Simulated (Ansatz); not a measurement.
# InSb: response to strain

InSb is deformed so: zz strain of +2 %. What stress and forces result, by LAPW, PAW and all-electron datasets made for the crystal?

Computed with Ansatz 0.2.0 (DFT LDA, scalar-relativistic, unless a step's input says otherwise).

### Step 1. The system as given

It takes space group F-43m (No. 216, cubic). The conventional cell has a = 6.478 Å, b = 6.478 Å, c = 6.478 Å, α = 90.00°, β = 90.00°, γ = 90.00°. In (site symmetry -43m) is surrounded by 4 Sb at 2.81 Å. Around Sb (site symmetry -43m) lie 4 In at 2.81 Å.

As a file:

```
In Sb
1.0
     0.00000    3.23910    3.23910
     3.23910    0.00000    3.23910
     3.23910    3.23910    0.00000
In Sb
1 1
Cartesian
  0.0000 0.0000 0.0000
  4.8586 4.8586 4.8586
```

Atoms are numbered in the order of the input: In1, Sb2.

### Step 2. After the deformation

Space group F-43m before, I-4m2 after.

### Step 3. Full-potential LAPW

File input.yaml:

```yaml
crystal:
  lattice:
    - [0.0, 3.2391, 3.303882]
    - [3.2391, 0.0, 3.303882]
    - [3.2391, 3.2391, 0.0]
  atoms:
    - { symbol: In, position: [0.0, 0.0, 0.0] }
    - { symbol: Sb, position: [0.75, 0.75, 0.75] }
kpoints:
  mp_grid: { grid: [10, 10, 10] }
  band_path:
    path:
      - [0.0, 0.0, 0.0]
      - [0.5, 0.0, 0.5]
      - [0.75, 0.25, 0.5]
      - [0.5, 0.5, 0.5]
      - [0.0, 0.0, 0.0]
      - [0.5, 0.5, 0.0]
      - [0.6298539023, 0.6298539023, 0.2597078047]
      - [0.3701460977, 0.3701460977, 0.7402921953]
      - [0.0, 0.0, 0.0]
    npoints: 5
scf:
  occupations: { method: fermi_dirac, width: 0.03 }
hamiltonian:
  xc: lda
  pseudopotentials: { kind: all_electron, lapw: { basis_error: 0.00025 } }
output:
  forces: true
  stress: true
  eigenvalues: true
```

The run is started by

```
> ansatz run input.yaml --threads 1 --pin off --max-ram 3072MiB --backend cpu --events-out ev --progress --plain --runs-dir out
```

### Step 4. Frozen-core PAW

File input.yaml:

```yaml
crystal:
  lattice:
    - [0.0, 3.2391, 3.303882]
    - [3.2391, 0.0, 3.303882]
    - [3.2391, 3.2391, 0.0]
  atoms:
    - { symbol: In, position: [0.0, 0.0, 0.0] }
    - { symbol: Sb, position: [0.75, 0.75, 0.75] }
kpoints:
  mp_grid: { grid: [10, 10, 10] }
scf:
  occupations: { method: fermi_dirac, width: 0.03 }
hamiltonian:
  xc: lda
  pseudopotentials: { kind: paw }
output:
  forces: true
  stress: true
  eigenvalues: true
  efg: { contact_densities: true }
```

### Step 5. Datasets made for this crystal

Changes to input.yaml since step 4:

```diff
@@ -14,3 +14,3 @@
   xc: lda
-  pseudopotentials: { kind: paw }
+  pseudopotentials: { kind: all_electron, datasets: crystal }
 output:
```

(Steps that only read results are left out.)

Q: Predict the outcome of this session. Wanted: pressure; largest shear or deviatoric stress.

As calculated:

```
                                 quantity                                              value
                                 pressure  LAPW -1.41, PAW -1.42, crystal datasets -1.41 GPa
largest shear or deviatoric stress (LAPW)                                           0.40 GPa
```

What this shows: The largest part of the stress beyond the pressure is 0.40 GPa in size, in the zz component; the atoms are carried along and not relaxed. No run of the undeformed cell stands beside it, so the pressure holds what the given cell had before the change. PAW: stress within 0.01 GPa of LAPW. Crystal datasets: stress within 0.01 GPa of LAPW. Spin-orbit coupling is left out, though the cell holds Sb; in elements this heavy it can shift bands and gaps by tenths of an eV.
